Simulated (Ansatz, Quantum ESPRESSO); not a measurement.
# Evanescent states of CaSe, rock salt type, lattice constant set to 5.87 Å, part 4 of 4

Aim: how fast states decay in the gap of CaSe, rock salt type, lattice constant set to 5.87 Å.

Quantum ESPRESSO 7.5; plane-wave DFT, LDA, PseudoDojo norm-conserving pseudopotentials; cross-check by Ansatz 0.2.0 with PAW datasets.

So far. Step 2 (SCF with pw.x): The run needed 9 iterations to bring the estimated error under 1e-09 Ry.

The structure was built from a prototype and need not be the compound's stable phase.

### Step 6. Cross-check with Ansatz

As a check, the same structure is run in Ansatz.

Level of this step: plane-wave DFT, LDA, Ansatz PAW (Ansatz 0.2.0).

File input.yaml:

```yaml
crystal:
  lattice:
    - [4.1507168056, 0.0, 0.0]
    - [0.0, 4.1507168056, 0.0]
    - [0.0, 0.0, 5.87]
  atoms:
    - { symbol: Ca, position: [0.0, 0.0, 0.0] }
    - { symbol: Se, position: [0.5, 0.5, 0.0] }
    - { symbol: Ca, position: [0.5, 0.5, 0.5] }
    - { symbol: Se, position: [0.0, 0.0, 0.5] }
kpoints:
  mp_grid: { grid: [6, 6, 6] }
hamiltonian:
  xc: lda
scf:
  occupations: { method: fixed }
  convergence: { dr2_threshold: 1.0e-09 }
output:
  transmission:
    leads: [[0, 0]]
    kpoints: [[0, 0], [0.5, 0], [0.5, 0.5], [0.25, 0]]
    e_range: [-1.92, 7.44]
    de: 0.24
```

The run is started by

```bash
> ansatz run input.yaml --threads 2 --pin off --max-ram 4096MiB --backend cpu --events-out ev --progress --plain --runs-dir out
```

Numbers of over 12 decimals in the logs are rounded to 6 here.

The log of the run:

```text
Engine: ansatz 0.2.0, x86_64-unknown-linux-gnu
Pseudopotentials: kind: paw
Pseudopotential: Ca, paw, valence charge 10, recommended cutoff 420 eV (normal), Ca.paw.azcp
Pseudopotential: Se, paw, valence charge 16, recommended cutoff 420 eV (normal), Se.paw.azcp
Functional definition: SPW92
  exchange = slater_x
  correlation = pw_c
Crystal: 4 atoms, lattice volume = 101.131 Å³
Basis set: ecut = 420 eV, 1947 PW (Γ)
Bands: 32, of which v1, the nominal top of the filled ones, is band 26 counted from 1 (25 counted from 0)
Symmetry: 32 space group operations
Space group: Fm-3m (ITA 225), of the structure as read, at distance tolerance 4.7e-5 Å
k-points: 40 of 216
Non-local potential: Ca, projectors of the file, l = 0: 3, l = 1: 2, l = 2: 2
Non-local potential: Se, projectors of the file, l = 0: 2, l = 1: 2, l = 2: 3, l = 3: 1
PAW form: soft (Blöchl's): semilocal exchange-correlation on the pseudo side does not see the compensation charge
PAW frozen core: Ca, regenerated for the run's functional, and the local potential with it (the file was generated under x = pbe(κ = 0.804, μ = 0.219515), c = pbe(β = 0.066725))
PAW frozen core: Se, regenerated for the run's functional, and the local potential with it (the file was generated under x = pbe(κ = 0.804, μ = 0.219515), c = pbe(β = 0.066725))
PAW one-centre angular grid: Ca, 110 points (default); XC on 64 Gauss nodes
PAW one-centre angular grid: Se, 590 points (default); XC on 64 Gauss nodes
Initial density: superposition of atomic densities (neutral atoms: chi_scale 0, normalization atom), corrected by the library's trained network
Initial wavefunctions: pseudopotential atomic-orbital guess
Functional: x = slater, c = lda
SCF iter   1: F=—  HF=-14320.158511 eV  |F-HF|=—  |Δ(HF+E_count)|=         —  Δρ=4.76e-3  dr2=1.20e-2  ethr=1.77e-3  ⟨swp⟩=4.5  Hψ=4947  notcnv=0  defer=135
preconditioner: auto → Resta (q_TF=auto, 2.442 Å⁻¹)  ε∞=3.9  [insulator: Δε(μ)=1.809 eV  Ē_g=8.620 eV  n_scr=28 (ndim 8)  ℏωp=14.8 eV  f_vac=0.000  ε∞_Penn≈3.9]
SCF iter   2: F=—  HF=-14320.155765 eV  |F-HF|=—  |Δ(HF+E_count)|=   2.75e-3  Δρ=2.68e-3  dr2=4.10e-3  ethr=2.30e-5  ⟨swp⟩=2.5  Hψ=2028  notcnv=0  defer=160
SCF iter   3: F=—  HF=-14320.155266 eV  |F-HF|=—  |Δ(HF+E_count)|=   4.99e-4  Δρ=4.02e-4  dr2=1.00e-4  ethr=7.89e-6  ⟨swp⟩=2.4  Hψ=1596  notcnv=0  defer=158
SCF iter   4: F=—  HF=-14320.155275 eV  |F-HF|=—  |Δ(HF+E_count)|=   8.79e-6  Δρ=7.06e-5  dr2=4.52e-6  ethr=1.93e-7  ⟨swp⟩=2.4  Hψ=2204  notcnv=0  defer=130
SCF iter   5: F=—  HF=-14320.155272 eV  |F-HF|=—  |Δ(HF+E_count)|=   2.82e-6  Δρ=3.71e-5  dr2=7.89e-7  ethr=8.70e-9  ⟨swp⟩=2.0  Hψ=2260  notcnv=0  defer=86
SCF iter   6: F=—  HF=-14320.155272 eV  |F-HF|=—  |Δ(HF+E_count)|=   3.57e-7  Δρ=7.42e-6  dr2=4.19e-8  ethr=1.52e-9  ⟨swp⟩=2.0  Hψ=2247  notcnv=0  defer=85
SCF iter   7: F=—  HF=-14320.155272 eV  |F-HF|=—  |Δ(HF+E_count)|=   2.80e-8  Δρ=1.10e-6  dr2=1.46e-9  ethr=8.06e-11  ⟨swp⟩=2.0  Hψ=1317  notcnv=0  defer=85
SCF iter   8: F=-14320.155272 eV  HF=-14320.155272 eV  |F-HF|=1.46e-11  |Δ(HF+E_count)|=  7.37e-10  Δρ=1.29e-7  dr2=2.94e-11  ethr=1.92e-12  ⟨swp⟩=8.8  Hψ=5102  notcnv=0
SCF 1 converged in 8 iterations: F = -14320.155272 eV  dr2 = 2.94e-11
  greatest PAW one-centre occupation: 1.000 electrons in one spin orbital (limit 2), on the Se atom at site 3 (counted from 0), in its partial waves of l = 2
transmission: 12 of 48 steps passed
transmission: 24 of 48 steps passed
transmission: 36 of 48 steps passed
transmission: 48 of 48 steps passed
SCF converged after 8 iterations
Free energy (F): -14320.155272 eV
Harris-Foulkes:  -14320.155272 eV  (|F-HF|=1.46e-11)
Internal energy: -14320.155272 eV  (E = F + TS)
E sigma→0 (E₀):  -14320.155272 eV
Fermi energy:    7.077579 eV
--- Per-component energies (eV) ---
  E_band       = -1023.940966
  E_kinetic    = 797.749947
  E_local      = -6370.286528  (includes V_loc(G=0)·N_el)
  E_nonlocal   = -1046.532997
  E_hartree    = 2919.581991
  E_xc         = -481.125300
  E_vxc        = -541.586813  (∫ρ·V_xc dr)
  E_paw        = -5285.151441  (= ΣΔE_a)
  E_vpaw       = 297.552782  (= ΣTr[D̂ρ^β])
  E_aug_tail   = -0.001237  (compensation charges beyond the density's cutoff)
  E_ewald      = -4859.390765
  E_core_change = 5.001056  (= ΣΔE_core)
  E_smearing   = -0.000000  (= −TS)
  E_closure    = -0.000000  (closes the sum)
  Σ components = -14320.155272   (vs F -14320.155272, Δ=0.00e0)
--- Band table (eV; the first three rows and the last of 40) ---
  k-point 0: bands = [... 22 lower, 6.1146, 7.0775, 7.0776, 7.0776, 8.9007, 10.2887, 10.6246, 10.6246, ... 2 higher]
  k-point 1: bands = [... 22 lower, 6.1474, 6.5041, 6.9553, 6.9553, 8.9857, 10.4585, 10.6564, 10.8966, ... 2 higher]
  k-point 2: bands = [... 22 lower, 6.2517, 6.2517, 6.6929, 6.6929, 9.2325, 10.0619, 11.0450, 11.4350, ... 2 higher]
  k-point 39: bands = [... 22 lower, 5.0201, 5.0201, 5.3203, 5.3203, 11.3575, 11.3575, 11.3575, 11.3575, ... 2 higher]
--- Transmission ---
  basis      : 145 plane waves across, 12 finite elements along
  points     : 4, as listed
  energies   : 40 from -1.920000 to 7.440000 eV about the Fermi level, 0.240000 eV apart; the leads are filled to 0.911535 eV, and channels, transmission and decay are at 0.960000 eV
  crystal 0  : Ca2Se2, at the sites [0, 0], period 5.8700 Å: whole cells are its period
    offset         : up to 0.0000 Å between an atom of the period and one for which it stands
    channels       : 0.000000e0 a spin
    conductance    : none, the energies end too early or step too widely for 300 K: set another output.transmission.e_range or a lower de, or, where they end at an eighth of basis.ecutwfc, a higher one
    slowest decay  : 0.1648 /Å at (0.0000, 0.0000)
```

It took 11 s on 2 threads of AMD EPYC 9R45, shared host; peak memory 0.53 GiB; 15 s of CPU time.

Read from the output:

```
free energy                                      : -14320.1553 eV
symmetry operations                              : 32
slowest decay at the grid energy nearest mid-gap : 0.1648 Å⁻¹
peak of the smallest κ at the zone centre        : 0.1781 Å⁻¹
energy of the peak at the zone centre            : 1.68 eV
peak of the smallest κ at (1/2, 0)               : 0.5359 Å⁻¹
peak of the smallest κ at (1/2, 1/2)             : 0.2468 Å⁻¹
peak of the smallest κ at (1/4, 0)               : 0.3521 Å⁻¹
valence top, on the run's zero                   : 7.078 eV
```

K across = (0, 0) in the cell's reciprocal vectors; values within 0.0025 1/Å of each other count once, columns are sorted by size at each energy, a dash where no further value was kept. Table of Im kz of the slowest decaying states by energy, zero at the highest filled level of the SCF mesh:

| energy (eV) | decay 1 (Å⁻¹) | decay 2 (Å⁻¹) | decay 3 (Å⁻¹) |
| --- | --- | --- | --- |
| -1.92 | 0.401 | 0.826 | 1.09 |
| -1.68 | 0.425 | 0.774 | 1.06 |
| -1.44 | 0.443 | 0.711 | 1.02 |
| -1.20 | 0.455 | 0.581 | 0.672 |
| -0.96 | 0.464 | 0.810 | 0.951 |
| -0.72 | 0.471 | 0.852 | 0.912 |
| -0.48 | 0.475 | 0.871 | 0.876 |
| -0.24 | 0.477 | 0.828 | 0.890 |
| 0.00 | 0.00253 | 0.478 | 0.782 |
| 0.24 | 0.0973 | 0.217 | 0.477 |
| 0.72 | 0.151 | 0.319 | 0.471 |
| 0.96 | 0.165 | 0.340 | 0.467 |
| 1.20 | 0.173 | 0.351 | 0.461 |
| 1.44 | 0.178 | 0.355 | 0.372 |
| 1.68 | 0.178 | 0.229 | 0.352 |
| 1.92 | 0.175 | 0.344 | 0.437 |
| 2.16 | 0.169 | 0.330 | 0.427 |
| 2.40 | 0.158 | 0.311 | 0.415 |
| 2.64 | 0.142 | 0.285 | 0.402 |
| 2.88 | 0.116 | 0.252 | 0.388 |
| 3.12 | 0.0665 | 0.207 | 0.372 |
| 3.36 | 0.141 | 0.354 | 0.375 |
| 3.60 | 0.0965 | 0.272 | 0.334 |
| 3.84 | 0.174 | 0.217 | 0.312 |
| 4.08 | 0.0827 | 0.250 | 0.281 |
| 4.32 | 0.254 | 0.324 | 0.694 |
| 4.56 | 0.213 | 0.356 | 0.665 |
| 4.80 | 0.147 | 0.380 | 0.633 |
| 5.28 | 0.151 | 0.366 | 0.413 |
| 5.52 | 0.174 | 0.423 | 0.464 |
| 5.76 | 0.171 | 0.419 | 0.430 |
| 6.00 | 0.191 | 0.207 | 0.434 |
| 6.24 | 0.286 | 0.304 | 0.435 |
| 6.48 | 0.330 | 0.342 | 0.434 |
| 6.72 | 0.361 | 0.363 | 0.431 |
| 6.96 | 0.377 | 0.383 | 0.426 |
| 7.20 | 0.385 | 0.399 | 0.418 |
| 7.44 | 0.389 | 0.409 | 0.737 |

K across = (0, 0) in the cell's reciprocal vectors. Re kz of states that move upwards against energy, zero at the highest filled level of the SCF mesh:

```csv
energy (eV),channel 1 (Å⁻¹),channel 2 (Å⁻¹),channel 3 (Å⁻¹),channel 4 (Å⁻¹),channel 5 (Å⁻¹)
-1.92,-0.450,-,-,-,-
-1.20,-0.296,-,-,-,-
-0.48,-0.419,-0.419,-0.160,-,-
0.00,-,-,-,-,-
0.72,-,-,-,-,-
1.44,-,-,-,-,-
2.16,0.360,-,-,-,-
2.88,-0.398,-,-,-,-
3.36,-0.190,0.0963,-,-,-
4.08,0.257,0.257,0.409,-,-
4.80,-0.355,-0.312,0.188,0.430,0.430
5.52,-0.451,-0.451,0.277,-,-
6.00,0.0409,0.328,-,-,-
6.72,0.298,0.401,-,-,-
7.44,0.397,0.473,-,-,-
```

K across = (1/2, 0) in the cell's reciprocal vectors; values within 0.0025 1/Å of each other count once, columns are sorted by size at each energy, a dash where no further value was kept. Table of Im kz of the slowest decaying states by energy, zero at the highest filled level of the SCF mesh:

```
energy (eV)  decay 1 (Å⁻¹)  decay 2 (Å⁻¹)  decay 3 (Å⁻¹)
      -1.92          0.196          0.682          0.751
      -1.68          0.137          0.592          0.702
      -1.44          0.441          0.640              -
      -1.20         0.0797          0.227          0.540
      -0.96          0.459           1.46              -
      -0.72          0.492          0.548           1.43
      -0.48          0.512          0.594           1.41
      -0.24          0.524          0.621           1.38
       0.00          0.532          0.638           1.35
       0.24          0.535          0.648           1.33
       0.72          0.534          0.653           1.27
       0.96          0.530          0.650           1.25
       1.20          0.523          0.644           1.22
       1.44          0.515          0.635           1.19
       1.68          0.504          0.624           1.16
       1.92          0.492          0.611           1.12
       2.16          0.477          0.595           1.09
       2.40          0.459          0.577           1.06
       2.64          0.439          0.557           1.02
       2.88          0.416          0.533          0.987
       3.12          0.388          0.506          0.949
       3.36          0.356          0.476          0.909
       3.60          0.316          0.441          0.866
       3.84          0.265          0.400          0.821
       4.08          0.190          0.350          0.771
       4.32          0.287          0.715           1.44
       4.56          0.142          0.194          0.651
       4.80         0.0366          0.174          0.570
       5.28          0.106          0.160           1.31
       5.52          0.117          0.322           1.28
       5.76          0.188          0.456           1.24
       6.00         0.0471          0.223          0.520
       6.24          0.242          0.561           1.15
       6.48          0.161          0.250          0.591
       6.72          0.230          0.252          0.615
       6.96          0.246          0.270          0.636
       7.20          0.237          0.296          0.656
       7.44          0.246          0.312          0.575
```

K across = (1/2, 1/2) in the cell's reciprocal vectors; values within 0.0025 1/Å of each other count once, columns are sorted by size at each energy, a dash where no further value was kept. The Im kz of the slowest decaying states by energy, zero at the highest filled level of the SCF mesh:

```
energy (eV)  decay 1 (Å⁻¹)  decay 2 (Å⁻¹)  decay 3 (Å⁻¹)
      -1.92          0.163           1.19              -
      -1.68           1.19              -              -
      -1.20           1.19              -              -
      -0.96         0.0190           1.18              -
      -0.72          0.156          0.161           1.18
      -0.24          0.229          0.247           1.17
       0.00          0.242          0.271           1.16
       0.24          0.247          0.288           1.15
       0.72          0.234          0.309           1.13
       0.96          0.217          0.314           1.12
       1.20          0.193          0.318           1.11
       1.68         0.0990          0.318           1.08
       1.92          0.315           1.07           1.16
       2.16          0.311           1.06           1.12
       2.64          0.297           1.02           1.04
       2.88          0.287          0.993           1.00
       3.36          0.262          0.894          0.964
       3.60          0.246          0.837          0.942
       3.84          0.227          0.774          0.919
       4.32          0.177          0.614          0.868
       4.56          0.142          0.502          0.839
       4.80         0.0895          0.336          0.808
       5.28          0.175          0.736           1.10
       5.52          0.192          0.693           1.01
       5.76          0.643          0.857           1.33
       6.24          0.293          0.343          0.478
       6.48          0.403          0.447          0.958
       6.72          0.409          0.515           1.01
       7.20          0.406          0.605           1.05
       7.44          0.398          0.636           1.06
```

K across = (1/4, 0) in the cell's reciprocal vectors; values within 0.0025 1/Å of each other count once, columns are sorted by size at each energy, a dash where no further value was kept. The Im kz of the slowest decaying states by energy, zero at the highest filled level of the SCF mesh:

```csv
energy (eV),decay 1 (Å⁻¹),decay 2 (Å⁻¹),decay 3 (Å⁻¹)
-1.92,0.758,0.820,1.19
-1.68,0.691,0.792,1.15
-1.44,0.122,0.601,0.773
-1.20,0.186,0.303,0.543
-0.96,0.222,0.705,0.780
-0.72,0.240,0.661,0.756
-0.48,0.156,0.220,0.224
-0.24,0.265,0.340,0.595
0.00,0.302,0.399,0.578
0.24,0.326,0.434,0.564
0.72,0.348,0.468,0.539
0.96,0.352,0.473,0.527
1.20,0.352,0.473,0.515
1.44,0.348,0.468,0.501
1.68,0.340,0.460,0.486
1.92,0.330,0.447,0.468
2.16,0.315,0.431,0.446
2.40,0.297,0.410,0.417
2.64,0.274,0.375,0.385
2.88,0.245,0.299,0.355
3.12,0.207,0.317,0.518
3.36,0.149,0.269,0.491
3.60,0.203,0.470,0.657
3.84,0.0334,0.0812,0.161
4.08,0.169,0.426,0.602
4.32,0.0936,0.398,0.535
4.56,0.366,0.409,0.531
4.80,0.326,0.420,0.486
5.28,0.202,0.358,0.373
5.52,0.123,0.229,0.290
5.76,0.126,0.421,1.46
6.00,0.191,0.213,0.216
6.24,0.0693,0.271,0.277
6.48,0.298,0.314,0.494
6.72,0.159,0.311,0.333
6.96,0.234,0.315,0.343
7.20,0.283,0.312,0.347
7.44,0.307,0.321,0.346
```

### Step 7. A check by hand

T falls as exp(−2κd). With κ = 0.162 1/Å, 10 Å of barrier pass exp(−2 × 0.162 × 10) = 0.039 of that channel, interfaces aside.

### Step 8. What came out

| Quantity | Value |
| --- | --- |
| gap on the SCF mesh | 1.82 eV |
| smallest κ at mid-gap among the four k points, at the zone centre | 0.162 Å⁻¹ |
| peak of the smallest κ in the stop band at the zone centre | 0.178 Å⁻¹ |
| peak of the smallest κ in the stop band at (1/2, 0) | 0.536 Å⁻¹ |
| peak of the smallest κ in the stop band at (1/2, 1/2) | 0.247 Å⁻¹ |
| peak of the smallest κ in the stop band at (1/4, 0) | 0.352 Å⁻¹ |
| energy of the peak at the zone centre, over the highest filled level | 1.44 eV |
| peak at the zone centre by Ansatz | 0.178 Å⁻¹ |

In words: With a gap of 1.82 eV on the mesh, the smallest κ at mid-gap among the four k points, at the zone centre is 0.162 Å⁻¹ (LDA, PseudoDojo norm-conserving). For a barrier with the Fermi level at mid-gap the slowest state found, at the zone centre, loses a factor of ten in probability every 7.1 Å or so. Stop bands away from the zone centre are mostly wider than the gap, so their peaks can lie above the conduction bottom. At the zone centre pwcond's peak is 0.178 and Ansatz's 0.178 1/Å, 0 % apart. The cell is the a/√2 one, turned by 45°, with two primitive cells, so X along [001] folds onto kz = 0. A semilocal gap is too small, often by a third to a half and by more in narrow-gap crystals, so real barriers decay faster. Spin-orbit coupling is left out; depending on the atoms that carry the levels of interest, it can split and shift them by tens to hundreds of meV.

[Logs are printed without paths, hosts, clocks, repeated set-up lines and the standing remarks that a program may print on its own settings, such as how far it seeks lower states.]

[Hosts, paths, dates, database ids (printed as entryN), source tags and the programs' standing remarks are cut or masked in the printed files.]

[Maps of the electrostatic potential energy from Ansatz leave out the sawtooth potential of an applied field or a dipole correction, so their vacuum need not be flat; planar profiles and work functions include it.]
